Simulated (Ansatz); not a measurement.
# TaN: the cost of one run

Program: Ansatz 0.2.0. Level of theory: DFT PBE+U (U = 4 eV, J = 0.9 eV on Ta d), plane waves, PAW, no spin–orbit coupling unless a run says so. These are calculated values, not measurements.

### Step 1. Starting point

It takes space group P6_3/mmc (No. 194, hexagonal). The conventional cell has a = 3.048 Å, b = 3.048 Å, c = 4.918 Å, α = 90.00°, β = 90.00°, γ = 120.00°. Ta (site symmetry -3m) is surrounded by 6 N at 2.15 Å and 2 Ta at 2.46 Å. N (site symmetry -6m2) is surrounded by 6 Ta at 2.15 Å.

Coordinates:

```
Ta N
1.0
     3.04800    0.00000    0.00000
    -1.52400    2.63965    0.00000
     0.00000    0.00000    4.91800
Ta N
2 2
Direct
  0.00000 0.00000 0.00000
  0.00000 0.00000 0.50000
  0.33333 0.66667 0.25000
  0.66667 0.33333 0.75000
```

An earlier series on this cell reached its lowest free state from «antiferromagnetic site moments held at first, then free», perhaps among other starts (it ended without moments).

### Step 2. Ferrimagnetic site moments held at first, then free

Contents of input.yaml:

```yaml
crystal:
  lattice:
    - [3.04800184, 0.0, 0.0]
    - [-1.52400092, 2.63964703, 0.0]
    - [0.0, 0.0, 4.91799978]
  atoms:
    - { symbol: Ta, position: [0.0, 0.0, 0.0], spin: 2.0 }
    - { symbol: Ta, position: [0.0, 0.0, 0.5], spin: -0.8 }
    - { symbol: "N", position: [0.3333333333, 0.6666666667, 0.25] }
    - { symbol: "N", position: [0.6666666667, 0.3333333333, 0.75] }
basis:
  ecutwfc: 420
  ecutrho_ratio: 4
kpoints:
  mp_grid: { grid: [7, 7, 4] }
hamiltonian:
  xc: pbe
  hubbard:
    sites:
      - { site: 0, l: d, u: 4.0, j: 0.9 }
      - { site: 1, l: d, u: 4.0, j: 0.9 }
scf:
  occupations: { method: gaussian, width: 0.05 }
  lower_state_search: "off"
  max_iter: 150
output:
  forces: true
  stress: true
  eigenvalues: true
  populations: true
  hubbard: { sites: [{ site: 0, l: d }, { site: 1, l: d }] }
magnetization:
  spin_polarized: true
  spin_locking: { lock_spins: true, n_iters: 12 }
```

The lock is temporary (n_iters 12) and is released on the way.

Started as:

```
$ ansatz run input.yaml --threads 2 --pin off --max-ram 3072MiB --backend cpu --events-out ev --progress --plain --runs-dir out
```

Q: Estimate wall time and peak memory on 2 threads of Intel Xeon Platinum 8375C at 2.90GHz (Ice Lake), shared host.

About 6.7 s, with a peak of 0.43 GiB.
